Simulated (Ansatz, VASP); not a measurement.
## Two plane-wave programs on WS2 (Tungstenite)

```xyz
6
Lattice="3.1800 0.0000 0.0000 -1.5900 2.7540 0.0000 0.0000 0.0000 12.5000" Properties=species:S:1:pos:R:3 pbc="T T T"
W     0.0000    1.8360    3.1250
W     1.5900    0.9180    9.3750
S     0.0000    1.8360    7.8125
S     1.5900    0.9180    1.5625
S     0.0000    1.8360   10.9375
S     1.5900    0.9180    4.6875
```

Alike in both runs: task single point; functional PBE; dispersion D3(BJ); k mesh 6 × 6 × 2; occupations gaussian, width 0.1 eV; no spin polarisation.

|  | VASP | Ansatz |
| --- | --- | --- |
| version | VASP 6.6.1 | Ansatz 0.2.0 |
| potentials or method | VASP PAW PBE potentials, release 64 (W_sv, S) | scalar-relativistic, plane waves, PAW |
| plane-wave cutoff (eV) | 520 | 420 |
| valence electrons in the cell | 52 | 52 |

```tsv
	VASP	Ansatz	Ansatz less VASP
gap on the k mesh at the Fermi level (eV)	1.06	1.05	-0.015
least direct gap on the mesh (eV)	1.74	1.74	-0.003
pressure (GPa)	-1.6	-1.5	+0.03
largest component of the traceless stress (GPa)	1.21	1.20	-0.004
rms of the force components (eV/Å)	0.067	0.066	-0.0011
```

Atom by atom the forces differ by 0.001 eV/Å (rms over components).

Caveats: spin-orbit coupling is left out, which moves the levels of the heavy elements. A k mesh can miss the band edges. PBE gaps usually lie below the measured ones, often by a third to a half.
